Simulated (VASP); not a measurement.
# Mo (Im-3m) in VASP: single point with PBE

Aim: the single point of Mo with PBE.

Program: VASP 6.6.1. These are calculated values, not measurements. Logs are shortened: lines on timing, memory, paths and dates and some standing lists are left out, and cuts for length are marked.

## 1. Starting point

Symmetry: Im-3m, No. 229, cubic system. Conventional cell: a = 3.162 Å, b = 3.162 Å, c = 3.162 Å, α = 90.00°, β = 90.00°, γ = 90.00°. Mo (site symmetry m-3m) has 8 Mo at 2.74 Å as nearest neighbours.

## 2. Single point, PBE

The input, INCAR:

```
PREC     = Accurate       # precision mode
ENCUT    = 520            # plane-wave cutoff, eV
EDIFF    = 1E-7           # SCF threshold, eV
ISMEAR   = 1              # smearing method
SIGMA    = 0.1            # smearing width, eV
LREAL    = False          # projectors in reciprocal space
LASPH    = True           # aspherical terms in the spheres
NELM     = 80             # most SCF steps
ALGO     = Normal         # electronic algorithm
ISIF     = 2              # what is computed and relaxed
LWAVE    = False          # write WAVECAR
LCHARG   = False          # write CHGCAR
GGA      = PE             # functional
ICORELEVEL= 1
```

The input, KPOINTS:

```
Automatic mesh
0
Gamma
  15 15 24
```

The input, POSCAR:

```
Mo
1.0
    2.7381852700      0.0000000000      0.0000000000
   -0.9127284200      2.5815858300      0.0000000000
    0.9127284200      1.2907929100      2.2357189100
Mo
1
Direct
    0.0000000000      0.0000000000      0.0000000000
```

Potentials or basis: VASP PAW PBE potentials, release 64 (Mo_sv).

On the command line:

```
$ cat potpaw_PBE.64/Mo_sv/POTCAR > POTCAR
$ mpirun -np 1 vasp_std > vasp.out
```

OUTCAR:

```text
PREC = Accurate
   ENCUT = 520
   EDIFF = 1E-7
   ISMEAR = 1
   LREAL = False
   LASPH = True
   NELM = 80
   ISIF = 2
   GGA = PE

 ion  position               nearest neighbor table
   1  0.000  0.000  0.000-

  LATTYP: Found a body centered cubic cell.
 ALAT       =     3.1617840099

  Lattice vectors:

 A1 = (   0.9127284300,   1.2907929200,  -2.2357189100)
 A2 = (  -2.7381852700,   0.0000000000,   0.0000000000)
 A3 = (   0.9127284200,   1.2907929100,   2.2357189100)

Analysis of symmetry for initial positions (statically):
=====================================================================
 Subroutine PRICEL returns:
 Original cell was already a primitive cell.

 Routine SETGRP: Setting up the symmetry group for a
 body centered cubic supercell.

 Subroutine GETGRP returns: Found 48 space group operations
 (whereof 48 operations were pure point group operations)
 out of a pool of 48 trial point group operations.

The static configuration has the point symmetry O_h .

Analysis of symmetry for dynamics (positions and initial velocities):
=====================================================================
 Subroutine PRICEL returns:
 Original cell was already a primitive cell.

 Routine SETGRP: Setting up the symmetry group for a
 body centered cubic supercell.

 Subroutine GETGRP returns: Found 48 space group operations
 (whereof 48 operations were pure point group operations)
 out of a pool of 48 trial point group operations.

The dynamic configuration has the point symmetry O_h .

 Subroutine INISYM returns: Found 48 space group operations
 (whereof 48 operations are pure point group operations),
 and found     1 'primitive' translations

----------------------------------------------------------------------------------------

                                     Primitive cell

  volume of cell :      15.8040

  direct lattice vectors                    reciprocal lattice vectors
     2.738185270  0.000000000  0.000000000     0.365205383  0.129119601 -0.223641709
    -0.912728420  2.581585830  0.000000000     0.000000000  0.387358804 -0.223641709
     0.912728420  1.290792910  2.235718910     0.000000000  0.000000000  0.447283420

  length of vectors
     2.738185270  2.738185269  2.738185266     0.447283419  0.447283419  0.447283420

  position of ions in fractional coordinates (direct lattice)
     0.000000000  0.000000000  0.000000000

  ion indices of the primitive-cell ions
   primitive index   ion index
                 1           1

[... 105 lines left out ...]
   NUPDOWN=      -1.0000    fix difference up-down
   EMIN   =  10.00;   EMAX   =-10.00  energy-range for DOS
   EFERMI =   0.00;   METHOD = LEGACY
   ISMEAR =     1;   SIGMA  =   0.10  broadening in eV -4-tet -1-fermi 0-gaus
   EFERMI_NEDOS =   21; number of points for ismear=-14 and -15
   IALGO  =     38    algorithm
   IMIX   =      4    mixing-type and parameters
     AMIX     =   0.40;   BMIX     =  1.00
     AMIX_MAG =   1.60;   BMIX_MAG =  1.00
  volume/ion in A,a.u.               =      15.80       106.65
  Fermi-wavevector in a.u.,A,eV,Ry     =   1.572275  2.971170 33.634285  2.472050
  Thomas-Fermi vector in A             =   2.673734
   LORBIT       =      0    0 simple, 1 ext, 2 COOP (PROOUT), +10 PAW based schemes
   GGA     = PE    functional components
   LHFCALC =     F    Hartree Fock is set to
   AEXX    =    0.0000 exact exchange contribution
   IVDW    =     0    specifies the selected vdW correction
   LEPSILON=     F    determine dielectric tensor
   LRPA    =     F    only Hartree local field effects (RPA)
 non-spin polarized calculation
 Methfessel and Paxton  Order N= 1 SIGMA  =   0.10
  energy-cutoff  :      520.00
  volume of cell :       15.80
 maximum number of plane-waves:       437
   NGX = 11   NGY = 11   NGZ = 11

 number of electron      14.0000004 magnetization

 Free energy of the ion-electron system (eV)
  ---------------------------------------------------
  ext. energy  EPLUGINS =         0.00000000
  ---------------------------------------------------
  free energy    TOTEN  =       -10.93414894 eV

  energy without entropy =      -10.93402640  energy(sigma->0) =      -10.93410809

 the core state eigenenergies are
   1-  1s -19803.5783  2s  -2783.7668  2p  -2486.7666  3s   -460.9903  3p   -363.6975
       3d   -205.5192

 E-fermi :  12.4065     XC(G=0): -13.3290

 val. band max:       12.4051454014   @ k =   0.2667   0.1333   0.1250
 cond. band min:      12.4121166391   @ k =  -0.2000   0.2000   0.1667
 fundamental gap:      0.0069712377
 Fermi energy:        12.4064515473

 k-point     1 :       0.0000    0.0000    0.0000
  band No.  band energies     occupation
      1     -48.8640      2.00000
      2     -22.1549      2.00000
      3     -22.1549      2.00000
      4     -22.1549      2.00000
      5       5.2184      2.00000
      6      11.0738      2.00000
      7      11.0738      2.00000
      8      11.0738      2.00000
      9      14.0588     -0.00000
     10      14.0588     -0.00000
     11      27.2330      0.00000
[... 309 lines left out ...]
 k-point    24 :       0.4000    0.2000    0.0000
  band No.  band energies     occupation
      1     -48.5910      2.00000
      2     -23.3449      2.00000
      3     -22.7831      2.00000
      4     -22.2937      2.00000
      5       8.1469      2.00000
      6       9.3839      2.00000
      7      11.4530      2.00000
      8      13.9562     -0.00000
      9      15.1006      0.00000
     10      19.7948      0.00000
     11      22.9736      0.00000

 [... further k-points ...]

------------------------ aborting loop because EDIFF is reached ----------------------------------------

  FORCE on cell =-STRESS in cart. coord.  units (eV):
  Direction    XX          YY          ZZ          XY          YZ          ZX
  --------------------------------------------------------------------------------------
  -------------------------------------------------------------------------------------
  Total        0.0325161      0.0325161      0.0325161      0.0000000     -0.0000000     -0.0000000
  in kB        3.2964209      3.2964209      3.2964209      0.0000000     -0.0000000     -0.0000000
  external PRESSURE =       3.2964209 kB  Pullay stress =       0.0000000 kB

 VOLUME and BASIS-vectors are now :
 -----------------------------------------------------------------------------
  energy-cutoff  :      520.00
  volume of cell :       15.80
      direct lattice vectors                 reciprocal lattice vectors
     2.738185270  0.000000000  0.000000000     0.365205383  0.129119601 -0.223641709
    -0.912728420  2.581585830  0.000000000     0.000000000  0.387358804 -0.223641709
     0.912728420  1.290792910  2.235718910     0.000000000  0.000000000  0.447283420

 POSITION                                       TOTAL-FORCE (eV/Angst)
 -----------------------------------------------------------------------------------
      0.00000      0.00000      0.00000        -0.000000      0.000000      0.000000
 -----------------------------------------------------------------------------------
    total drift:                                0.000000      0.000000      0.000000

  FREE ENERGIE OF THE ION-ELECTRON SYSTEM (eV)
  ---------------------------------------------------
  free  energy   TOTEN  =       -10.9341489369 eV

  energy  without entropy=      -10.9340263955  energy(sigma->0) =      -10.93410809
```

OSZICAR:

```text
N       E                     dE             d eps       ncg     rms          rms(c)
DAV:   1     0.907417880557E+02    0.90742E+02   -0.83213E+03 27640   0.131E+03
DAV:   2    -0.102561060894E+02   -0.10100E+03   -0.97673E+02 29855   0.341E+02
DAV:   3    -0.115985878936E+02   -0.13425E+01   -0.13294E+01 31901   0.394E+01
DAV:   4    -0.116026804395E+02   -0.40925E-02   -0.40669E-02 30005   0.239E+00
DAV:   5    -0.116027007898E+02   -0.20350E-04   -0.20350E-04 32091   0.172E-01    0.143E+01
DAV:   6    -0.110167660785E+02    0.58593E+00   -0.10520E+00 29976   0.124E+01    0.382E+00
DAV:   7    -0.109377215787E+02    0.79044E-01   -0.21403E-01 32580   0.522E+00    0.974E-01
DAV:   8    -0.109340778375E+02    0.36437E-02   -0.42024E-03 28875   0.940E-01    0.179E-01
DAV:   9    -0.109341401209E+02   -0.62283E-04   -0.13283E-04 32624   0.158E-01    0.721E-02
DAV:  10    -0.109341488984E+02   -0.87776E-05   -0.12060E-05 29376   0.458E-02    0.842E-03
DAV:  11    -0.109341489369E+02   -0.38430E-07   -0.43785E-07 33133   0.710E-03
   1 F= -.10934149E+02 E0= -.10934108E+02  d E =-.122541E-03
```

stdout:

```text
POSCAR found type information on POSCAR Mo
 POSCAR found :  1 types and       1 ions
 scaLAPACK will be used
 LDA part: xc-table for (Slater+PW92), standard interpolation
 -----------------------------------------------------------------------------
|                                                                             |
|           W    W    AA    RRRRR   N    N  II  N    N   GGGG   !!!           |
|           W    W   A  A   R    R  NN   N  II  NN   N  G    G  !!!           |
|           W    W  A    A  R    R  N N  N  II  N N  N  G       !!!           |
|           W WW W  AAAAAA  RRRRR   N  N N  II  N  N N  G  GGG   !            |
|           WW  WW  A    A  R   R   N   NN  II  N   NN  G    G                |
|           W    W  A    A  R    R  N    N  II  N    N   GGGG   !!!           |
|                                                                             |
|     Your reciprocal lattice and k-lattice belong to different lattice       |
|     classes:                                                                |
|                                                                             |
|        The reciprocal lattice is face-centered cubic,                       |
|        whereas your k-lattice is base-centered monoclinic.                  |
|                                                                             |
|     Results are often still useful ...                                      |
|                                                                             |
 -----------------------------------------------------------------------------

 POSCAR, INCAR and KPOINTS ok, starting setup
 FFT: planning ... GRIDC
 FFT: planning ... GRID_SOFT
 FFT: planning ... GRID
 WAVECAR not read
 entering main loop
```

It took 56 s on 1 thread of Intel Xeon 6975P-C (Granite Rapids), shared host; peak memory 0.31 GiB.

What came out:

```
Free energy            : -10.9341 eV
Pressure               : 0.3 GPa
Band gap on the k mesh : none (metal or under the smearing width)
```

Core levels (eV, on the scale of the bands):
| atom | levels |
| --- | --- |
| 1 Mo | 1s -19803.6, 2s -2783.8, 2p -2486.8, 3s -461.0, 3p -363.7, 3d -205.5 |
